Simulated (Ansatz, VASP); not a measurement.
# One calculation of SiC, two programs

```xyz
4
Lattice="3.0758 0.0000 0.0000 -1.5379 2.6637 0.0000 0.0000 0.0000 5.0728" Properties=species:S:1:pos:R:3 pbc="T T T"
Si    0.0000    1.7758    0.0246
Si    1.5379    0.8879    2.5610
C     0.0000    1.7758    1.9284
C     1.5379    0.8879    4.4648
```

Change from the starting cell: z stretched by +0.5 %, x and y held.

Alike in both runs: functional PBEsol; k mesh 8 × 8 × 6; no spin polarisation.

Ansatz relaxed the structure, and its values are those at the end. VASP's run is a single point on that final structure, the one shown.

```csv
,VASP,Ansatz
version,VASP 6.6.1,Ansatz 0.2.0
potentials or method,"VASP PAW PBE potentials, release 64 (Si, C), cutoff 520 eV","all-electron LAPW, scalar-relativistic"
occupations,"gaussian, width 0.01 eV",fixed
```

```csv
,VASP,Ansatz,Ansatz less VASP
gap on the k mesh at the Fermi level (eV),2.34,2.35,+0.011
pressure (GPa),-0.7,-1.1,-0.40
```

Ansatz ran all-electron here, so the differences hold the error of VASP's frozen core and of both bases.

Caveats: the PAW data sets were made with another functional, which shifts forces and pressure a little (VASP). A k mesh can miss the band edges.
